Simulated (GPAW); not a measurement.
LiF (Griceite):

```
F Li
1.0
     0.00000    2.01400    2.01400
     2.01400    0.00000    2.01400
     2.01400    2.01400    0.00000
F Li
1 1
Direct
  0.50000 0.50000 0.50000
  0.00000 0.00000 0.00000
```

Base run:

| Item | Value |
| --- | --- |
| Program | GPAW 26.7.0 |
| Functional | PBE |
| Potentials or basis | GPAW PAW data sets (gpaw-data 1.2.1) |
| Cutoff | 800 eV |
| Basis | pw |
| k mesh | 11 × 11 × 11 |
| Occupations | fermi-dirac, width 0.05 eV |
| Spin | no spin polarisation |

Its results: band gap on the k mesh 9.07 eV, direct; pressure 2.0 GPa.

Q: The run is repeated on the same cell with these changes: functional from PBE to r2SCAN. What comes out?

A: Band gap on the k mesh 10.04 eV, direct; pressure -1.9 GPa.

r2SCAN gives the wider gap, since meta-GGAs in the generalised Kohn-Sham scheme recover part of the derivative discontinuity.

Caveats: an odd mesh through Γ misses points on the zone boundary, where band edges often lie (some runs); the PAW data sets were made with another functional, which shifts forces and pressure a little (some runs).
